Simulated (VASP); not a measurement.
**BP (F-43m): a series in uniaxial stress along [001]**

How do the elastic response and the band edges of BP follow uniaxial stress along [001]?

Program: VASP 6.6.1. Level of theory: LDA; plane waves and PAW (B, P), in the first sound run; inputs show where later runs differ. Results are calculated unless marked as measured.

## Step 1: The starting structure

The structure is cubic, space group F-43m (No. 216). Conventional cell: a = 4.538 Å, b = 4.538 Å, c = 4.538 Å, α = 90.00°, β = 90.00°, γ = 90.00°. Nearest to B lie 4 P at 1.97 Å. Nearest to P lie 4 B at 1.97 Å. Farther neighbours are not listed.

Coordinates:

```xyz
2
Lattice="0.0000 2.2690 2.2690 2.2690 0.0000 2.2690 2.2690 2.2690 0.0000" Properties=species:S:1:pos:R:3 pbc="T T T"
B     0.0000    0.0000    0.0000
P     1.1345    1.1345    1.1345
```

## Step 2: Relax the crystal, LDA

The series starts from the cell that this level prefers, so that zero strain is near zero stress.

This step took 2 runs in a row; the last is shown.

Level: LDA; plane waves and PAW (B, P).

Contents of INCAR:

```
SYSTEM = BP
PREC = Accurate
ENCUT = 480
EDIFF = 1E-07
NELM = 120
ISMEAR = 0
SIGMA = 0.02
LREAL = .FALSE.
ALGO = Normal
GGA = CA
NBANDS = 10
LASPH = .TRUE.
LORBIT = 11
LWAVE = .FALSE.
LCHARG = .FALSE.
KPAR = 16
IBRION = 2
NSW = 40
ISIF = 3
EDIFFG = -0.005
POTIM = 0.4
```

Contents of POSCAR:

```
BP
1.0
    0.0000000000      2.2448005768      2.2448005768
    2.2448005768      0.0000000000      2.2448005768
    2.2448005768      2.2448005768      0.0000000000
B P
1 1
Direct
    0.0000000000      0.0000000000      0.0000000000
    0.2500000000      0.2500000000      0.2500000000
```

Contents of KPOINTS:

```
Automatic mesh
0
Gamma
11 11 11
0 0 0
```

The projector-augmented-wave data sets are B and P (LDA family, release 64).

Launch:

```bash
$ mpirun -np 16 vasp_std
```

The log of the run:

```text
[banner, memory and clock lines left out]
running   16 mpi-ranks, on    1 nodes
[...]
|                                                                             |
|           W    W    AA    RRRRR   N    N  II  N    N   GGGG   !!!           |
|           W    W   A  A   R    R  NN   N  II  NN   N  G    G  !!!           |
|           W    W  A    A  R    R  N N  N  II  N N  N  G       !!!           |
|           W WW W  AAAAAA  RRRRR   N  N N  II  N  N N  G  GGG   !            |
|           WW  WW  A    A  R   R   N   NN  II  N   NN  G    G                |
|           W    W  A    A  R    R  N    N  II  N    N   GGGG   !!!           |
|                                                                             |
|     For optimal performance we recommend to set                             |
|       NCORE = 2 up to number-of-cores-per-socket                            |
|     NCORE specifies how many cores store one orbital (NPAR=cpu/NCORE).      |
|     This setting can greatly improve the performance of VASP for DFT.       |
[...]
|     Unfortunately you need to use the default for GW and RPA                |
|     calculations (for HF NCORE is supported but not extensively tested      |
|     yet).                                                                   |
|                                                                             |

 LDA part: xc-table for (Slater(with rela. corr.)+CA(PZ))
 , standard interpolation
 POSCAR, INCAR and KPOINTS ok, starting setup
[...]
entering main loop
       N       E                     dE             d eps       ncg     rms          rms(c)
DAV:   1     0.771284084364E+01    0.77128E+01   -0.39718E+03  1120   0.680E+02
DAV:   2    -0.147837503994E+02   -0.22497E+02   -0.21399E+02  1566   0.111E+02
DAV:   3    -0.152987166902E+02   -0.51497E+00   -0.51420E+00  1370   0.160E+01
DAV:   4    -0.153005216122E+02   -0.18049E-02   -0.18045E-02  1412   0.108E+00
[...]
DAV:  11    -0.143991051354E+02   -0.18619E-05   -0.59788E-06  1404   0.135E-02    0.373E-02
DAV:  12    -0.143991048169E+02    0.31847E-06   -0.19057E-06  1274   0.627E-03    0.890E-03
DAV:  13    -0.143991048240E+02   -0.70941E-08   -0.64783E-08   640   0.170E-03
   1 F= -.14399105E+02 E0= -.14399105E+02  d E =-.143991E+02
[...]
reached required accuracy - stopping structural energy minimisation
```

Run time: 1.6 s. Hardware: 16 MPI ranks of AMD EPYC 9R45, shared host; peak memory 1.7 GiB; 13 s of CPU time.

Lines that name or quote the potential files are left out of all logs, and their timing lines are given in words.

Parts of OUTCAR (step 2):

```text
  Total        0.0006740      0.0006740      0.0006740     -0.0000000      0.0000000     -0.0000000
  in kB        0.0477291      0.0477291      0.0477291     -0.0000000      0.0000000     -0.0000000
  external PRESSURE =       0.0477291 kB  Pullay stress =       0.0000000 kB

 POSITION                                       TOTAL-FORCE (eV/Angst)
 -----------------------------------------------------------------------------------
      0.00000      0.00000      0.00000         0.000000     -0.000000     -0.000000
      1.12240      1.12240      1.12240        -0.000000      0.000000      0.000000
 -----------------------------------------------------------------------------------
    total drift:                                0.000000      0.000000      0.000000

  FREE ENERGIE OF THE ION-ELECTRON SYSTEM (eV)
  ---------------------------------------------------
  free  energy   TOTEN  =       -14.3991048240 eV

  energy  without entropy=      -14.3991048240  energy(sigma->0) =      -14.39910482

 reached required accuracy - stopping structural energy minimisation

[... 3 further parts left out ...]
[key lines of the parts left out:]
E-fermi :   7.8723
```

This run gave:

| Item | Value |
| --- | --- |
| energy(sigma→0) of the program | -14.3991 eV |
| stress, compression positive | xx, yy, zz 0.00, 0.00, 0.00 GPa |
| volume | 22.624 Å³ |
| ionic steps | 1 |

## Step 3: Strain across the axis, LDA

One member in full: the axis is strained by 1 %, and the two directions across it are strained alike until their mean stress is under 0.012 GPa or five steps are spent.

This step took 3 runs, each at a new trial strain with the atoms of the one before; the last is shown.

Level: LDA; plane waves and PAW (B, P); cell typed or built by script.

INCAR: that of step 2 with these lines changed.

```diff
@@ -15,7 +15,7 @@
 LCHARG = .FALSE.
-KPAR = 16
-IBRION = 2
-NSW = 40
-ISIF = 3
-EDIFFG = -0.005
-POTIM = 0.4
+KPAR = 4
+IBRION = 1
+NSW = 25
+ISIF = 2
+EDIFFG = -0.004
+POTIM = 0.3
```

Contents of POSCAR:

```
BP
1.0
    0.0000000000      2.2407081680      2.2672485830
    2.2407081680      0.0000000000      2.2672485830
    2.2407081680      2.2407081680      0.0000000000
B P
1 1
Direct
    0.0000000000      0.0000000000      0.0000000000
    0.2500000000      0.2500000000      0.2500000000
```

KPOINTS is that of step 2.

Launch:

```bash
$ mpirun -np 4 vasp_std
```

The log of the run:

```text
[banner, memory and clock lines left out]
running    4 mpi-ranks, on    1 nodes
[...]
LDA part: xc-table for (Slater(with rela. corr.)+CA(PZ))
 , standard interpolation
 POSCAR, INCAR and KPOINTS ok, starting setup
[...]
entering main loop
       N       E                     dE             d eps       ncg     rms          rms(c)
DAV:   1     0.667176858188E+01    0.66718E+01   -0.39435E+03  2528   0.682E+02
DAV:   2    -0.147392122580E+02   -0.21411E+02   -0.20457E+02  3406   0.108E+02
DAV:   3    -0.152805058900E+02   -0.54129E+00   -0.54014E+00  3144   0.162E+01
DAV:   4    -0.152826689246E+02   -0.21630E-02   -0.21627E-02  3112   0.116E+00
[...]
DAV:  11    -0.143968618926E+02   -0.18890E-05   -0.59323E-06  3114   0.134E-02    0.369E-02
DAV:  12    -0.143968615652E+02    0.32743E-06   -0.19247E-06  2850   0.628E-03    0.852E-03
DAV:  13    -0.143968615723E+02   -0.70485E-08   -0.68286E-08  1480   0.173E-03
   1 F= -.14396862E+02 E0= -.14396862E+02  d E =-.143969E+02
 BRION: g(F)=  0.377E-48 g(S)=  0.000E+00
 reached required accuracy - stopping structural energy minimisation
```

The job ended after 4 s (4 MPI ranks; peak memory 0.44 GiB).

OUTCAR, selected parts (step 3):

```text
  Total       -0.0001100     -0.0001100     -0.4645107      0.0000000      0.0000000      0.0000000
  in kB       -0.0077427     -0.0077427    -32.6893695      0.0000000      0.0000000      0.0000000
  external PRESSURE =     -10.9016183 kB  Pullay stress =       0.0000000 kB

 POSITION                                       TOTAL-FORCE (eV/Angst)
 -----------------------------------------------------------------------------------
      0.00000      0.00000      0.00000         0.000000      0.000000     -0.000000
      1.12035      1.12035      1.13362        -0.000000     -0.000000      0.000000
 -----------------------------------------------------------------------------------
    total drift:                               -0.000000     -0.000000      0.000000

  FREE ENERGIE OF THE ION-ELECTRON SYSTEM (eV)
  ---------------------------------------------------
  free  energy   TOTEN  =       -14.3968615723 eV

  energy  without entropy=      -14.3968615723  energy(sigma->0) =      -14.39686157

[... 1 part as in an earlier step ...]

[... 3 further parts left out ...]
[key lines of the parts left out:]
E-fermi :   7.9436
```

This run gave:

| Item | Value |
| --- | --- |
| energy(sigma→0) of the program | -14.3969 eV |
| stress, compression positive | xx, yy, zz 0.00, 0.00, -3.27 GPa |
| ionic steps | 1 |

## Step 4: Band edges, HSE06

Short lines in KPOINTS_OPT sample the zone centre along and across the axis, for masses, and the other valleys.

Level: HSE06; plane waves and PAW (B, P); cell typed or built by script.

Contents of INCAR:

```
SYSTEM = BP
PREC = Accurate
ENCUT = 480
EDIFF = 1E-06
NELM = 100
ISMEAR = 0
SIGMA = 0.02
LREAL = .FALSE.
ALGO = Normal
LHFCALC = .TRUE.
AEXX = 0.25
GGA = PE
HFSCREEN = 0.2
LASPH = .TRUE.
NBANDS = 9
PRECFOCK = Fast
LWAVE = .FALSE.
LCHARG = .FALSE.
KPAR = 4
```

POSCAR is that of step 3.

Contents of KPOINTS:

```
Automatic mesh
0
Gamma
6 6 6
0 0 0
```

Contents of KPOINTS_OPT:

```
Line mode
6
Line-mode
Reciprocal
  0.00000000   0.00000000   0.00000000
  0.01804219   0.01804219   0.00000000

  0.00000000   0.00000000   0.00000000
  0.00000000  -0.01783099  -0.01783099

  0.31000000   0.31000000   0.00000000
  0.50000000   0.50000000   0.00000000

  0.00000000   0.31000000   0.31000000
  0.00000000   0.50000000   0.50000000

  0.45000000   0.45000000   0.45000000
  0.50000000   0.50000000   0.50000000

  0.45000000   0.00000000   0.00000000
  0.50000000   0.00000000   0.00000000

  0.42500000   0.42500000   0.00000000
  0.42500000   0.44283099   0.01783099

  0.50000000   0.50000000   0.50000000
  0.48739159   0.51260841   0.50000000
```

Launch:

```bash
$ mpirun -np 4 vasp_std
```

The log of the run:

```text
[banner, memory and clock lines left out]
running    4 mpi-ranks, on    1 nodes
[...]
|                                                                             |
|               ----> ADVICE to this user running VASP <----                  |
|                                                                             |
|     You enforced a specific xc type in the INCAR file but a different       |
|     [... a line on the potential file left out ...]
|     I HOPE YOU KNOW WHAT YOU ARE DOING!                                     |
|                                                                             |

 LDA part: xc-table for (Slater+PW92), standard interpolation
 found WAVECAR, reading the header
 POSCAR, INCAR and KPOINTS ok, starting setup
[...]
reading WAVECAR
 the WAVECAR file was read successfully
 initial charge from wavefunction
 entering main loop
       N       E                     dE             d eps       ncg     rms          rms(c)
DAV:   1    -0.149772196416E+02   -0.14977E+02   -0.66096E-01   565   0.740E+00    0.355E+00
DAV:   2    -0.149807767764E+02   -0.35571E-02   -0.13180E-02   734   0.894E-01    0.234E+00
DAV:   3    -0.149798148619E+02    0.96191E-03   -0.50122E-04   731   0.165E-01    0.132E+00
DAV:   4    -0.149794609342E+02    0.35393E-03   -0.12172E-04   624   0.886E-02    0.742E-01
[...]
DAV:   8    -0.149792875861E+02    0.38320E-05   -0.14849E-06   442   0.111E-02    0.753E-02
DAV:   9    -0.149792864717E+02    0.11144E-05   -0.58472E-07   320   0.664E-03    0.422E-02
DAV:  10    -0.149792861889E+02    0.28282E-06   -0.21871E-07   312   0.401E-03
   1 F= -.14979286E+02 E0= -.14979286E+02  d E =-.481627E-19
 Start KPOINTS_OPT (optional k-point list driver)
k-point batch [1-30\48]
       N       E                     dE             ncg
DAV:   1     0.123504196779E+04   -0.43050E+04      540
DAV:   2     0.399845147360E+03   -0.83520E+03      791
DAV:   3     0.331268577853E+03   -0.68577E+02      681
DAV:   4     0.330499288647E+03   -0.76929E+00      763
DAV:   5     0.330493228550E+03   -0.60601E-02      814
DAV:   6     0.330493180397E+03   -0.48153E-04      757
DAV:   7     0.330493180002E+03   -0.39582E-06      787
k-point batch [31-48\48]
       N       E                     dE             ncg
DAV:   1     0.393802072353E+04   -0.55102E+04      324
DAV:   2     0.350687417339E+04   -0.43115E+03      439
DAV:   3     0.348457425798E+04   -0.22300E+02      419
DAV:   4     0.348442841507E+04   -0.14584E+00      480
DAV:   5     0.348442720074E+04   -0.12143E-02      488
DAV:   6     0.348442719804E+04   -0.26992E-05      480
DAV:   7     0.348442719804E+04   -0.62096E-08      488
```

Elapsed: 1.8 min, on 4 MPI ranks; peak memory 0.89 GiB.

OUTCAR, selected parts (step 4):

```text
  LATTYP: Found a body centered tetragonal cell.
 ALAT       =     3.1688398805
 C/A-ratio  =     1.4309644340

 Subroutine GETGRP returns: Found  8 space group operations
 (whereof  8 operations were pure point group operations)

The static configuration has the point symmetry D_2d.

 Found     30 irreducible k-points:

   k-points           NKPTS =     30   k-points in BZ     NKDIM =    216   number of bands    NBANDS=      9

   dimension x,y,z NGX =    24 NGY =   24 NGZ =   24
   dimension x,y,z NGXF=    48 NGYF=   48 NGZF=   48

   ENCUT  =  480.0 eV  35.28 Ry    5.94 a.u.   5.69  5.69  5.66*2*pi/ulx,y,z

   NELECT =       8.0000    total number of electrons

  exchange ACFDT corr.  =         0.00000000  see jH, gK, PRB 81, 115126

 E-fermi :   7.6177

 k-point     1 :       0.0000    0.0000    0.0000
  band No.  band energies     occupation
      1      -9.8715      2.00000
      2       7.3740      2.00000
      3       7.4989      2.00000
      4       7.4989      2.00000
      5      11.8330      0.00000
      6      11.8330      0.00000
      7      11.8990      0.00000
      8      16.5743      0.00000
      9      20.2808      0.00000

 k-point     2 :       0.1667   -0.0000    0.0000
  band No.  band energies     occupation
      1      -9.3136      2.00000
      2       4.3333      2.00000
      3       6.6842      2.00000
      4       6.7919      2.00000
      5      12.5253      0.00000
      6      12.8322      0.00000
      7      12.8644      0.00000
      8      17.8441      0.00000
      9      19.5333      0.00000

 POSITION                                       TOTAL-FORCE (eV/Angst)
 -----------------------------------------------------------------------------------
      0.00000      0.00000      0.00000        -0.000000     -0.000000     -0.000000
      1.12035      1.12035      1.13362         0.000000      0.000000      0.000000
 -----------------------------------------------------------------------------------
    total drift:                               -0.000000     -0.000000      0.000000

  FREE ENERGIE OF THE ION-ELECTRON SYSTEM (eV)
  ---------------------------------------------------
  free  energy   TOTEN  =       -14.9792861889 eV

  energy  without entropy=      -14.9792861889  energy(sigma->0) =      -14.97928619

[... 1 part as in an earlier step ...]

[... 7 further parts left out ...]
```

Read from the output:

| Property | Result |
| --- | --- |
| energy(sigma→0) of the program | -14.9793 eV |

## Step 5: All members

Hybrid runs start from orbitals of a short LDA run, not shown.

Runs beyond LDA use the data sets made with LDA; this shifts their levels slightly, and their total energies have another zero.

The other members went through these steps as far as the tables show, with the same cutoff and, step by step, the same mesh; 42 runs are not shown. The session took 1.3 core hours (wall time by ranks) on a shared machine.

| strain along the axis (%) | strain across the axis (%) | stress along the axis, tension positive (GPa) | energy above the unstrained row (meV/atom) | gap on the mesh, LDA (eV) |
| --- | --- | --- | --- | --- |
| -2.000 | 0.406 | -6.489 | 4.666 | 0.798 |
| -1.500 | 0.300 | -4.878 | 2.632 | 0.893 |
| -1.000 | 0.197 | -3.258 | 1.177 | 0.988 |
| -0.500 | 0.097 | -1.633 | 0.299 | 1.082 |
| 0 | 0.000 | -0.005 | 0.000 | 1.176 |
| 0.500 | -0.092 | 1.632 | 0.273 | 1.137 |
| 1.000 | -0.182 | 3.269 | 1.122 | 1.098 |
| 1.500 | -0.269 | 4.908 | 2.545 | 1.060 |
| 2.000 | -0.353 | 6.546 | 4.542 | 1.022 |

Slopes at zero strain, from cubics through all rows: strain ratio -0.190, stress over strain 327 GPa.

Band edges at HSE06, counted from the valence-band top at Γ, with one row partly withheld:

| strain along the axis (%) | gap (eV) | conduction band at Γ (eV) | Δ or X valley along z (eV) | Δ or X valley along x (eV) | lowest conduction level at L, [111] (eV) | lowest conduction level at L, [-111] (eV) | second valence level below the top (eV) | third valence level below the top (eV) |
| --- | --- | --- | --- | --- | --- | --- | --- | --- |
| -2.000 | 1.524 | 4.175 | 1.523 | 1.851 | 4.760 | 4.760 | 0.249 | 0.249 |
| -1.500 | 1.625 | 4.233 | 1.625 | 1.868 | 4.822 | 4.822 | 0.187 | 0.187 |
| -1.000 | 1.726 | 4.291 | 1.726 | 1.886 | 4.874 | 4.874 | 0.125 | 0.125 |
| -0.500 | ? | 4.349 | ? | 1.905 | 4.915 | 4.915 | 0.062 | 0.062 |
| 0 | 1.925 | 4.408 | 1.925 | 1.925 | 4.944 | 4.944 | 0.000 | 0.000 |
| 0.500 | 1.883 | 4.371 | 1.961 | 1.883 | 4.896 | 4.896 | 0.000 | 0.062 |
| 1.000 | 1.841 | 4.334 | 1.996 | 1.841 | 4.834 | 4.834 | 0.000 | 0.125 |
| 1.500 | 1.801 | 4.298 | 2.031 | 1.800 | 4.761 | 4.761 | 0.000 | 0.187 |
| 2.000 | 1.760 | 4.262 | 2.065 | 1.759 | 4.678 | 4.678 | 0.000 | 0.250 |

## Step 6: Fit and prediction

The quantity to fit is the splitting of the Δ or X valleys (z less x) at HSE06: -0.327, -0.244, -0.161, 0.000, 0.078, 0.155, 0.231, 0.305 eV in the rows shown.

Fitting a parabola to the 8 known rows (d: strain along the axis less the strain across it, in %) gives E = − 0.001303 d² + 0.1329 d + 8.10e-6 in eV; the residuals are 5.2e-5 eV r.m.s.

For the withheld row, d = -0.5975, the fit gives -0.0799 eV.

## Step 7: Prediction against calculation

The calculation gives -0.0799 eV, so the prediction is right to the last digit shown.

The splitting is Ξu times d, with d as a fraction, so the linear term gives Ξu = 13.3 eV.

## Step 8: Outcome

```
Poisson ratio                                        : 0.190
Young's modulus along the axis                       : 327 GPa
gap of the unstrained cell, HSE06                    : 1.93 eV
shear deformation potential Ξu of the Δ or X valleys : 13.3 eV
error of the predicted row                           : 0.0 meV
valence shear potential |b|, HSE06                   : 3.49 eV
```

As a check, the curvature of the energy gives 326 GPa for the same modulus (energy per volume = E/2 × strain²), 0 % from the slope of the stress. At HSE06 the lowest conduction valley is Δ or X throughout, and the gap runs between 1.52 and 1.93 eV. Without spin-orbit coupling the three valence levels split by 3|b| times the difference of the strains; the rows within 1 % give |b| = 3.49 eV. Hole masses are left out throughout, since the top bands are degenerate or cross in many series; of conduction masses, those of the Γ, L and (for Si and Ge under (001) strain) Δ valleys are kept where they change by under an eighth between rows. HSE06 ran on a coarser mesh than the semilocal levels. Spin-orbit coupling is left out at HSE06, so the valence splittings there lack it. Δ or X levels are the lowest on their line, refined by a parabola unless they lie at X; the gap is read from all points sampled and can differ from the lowest valley by some meV, or by tens of meV where strain moves the valence top off Γ. Temperature, zero-point motion and excitons are left out.

[Lines on the potential files, build, host, timing and source positions are cut from VASP's logs without a mark.]

[Logs are printed without paths, hosts, clocks, repeated set-up lines and the standing remarks that a program may print on its own settings, such as how far it seeks lower states.]

[Hosts, paths, dates, database ids (printed as entryN), source tags and the programs' standing remarks are cut or masked in the printed files.]

[In band tables of VASP the shares of atoms and orbitals are scaled to a sum of 1 inside the atoms' spheres.]
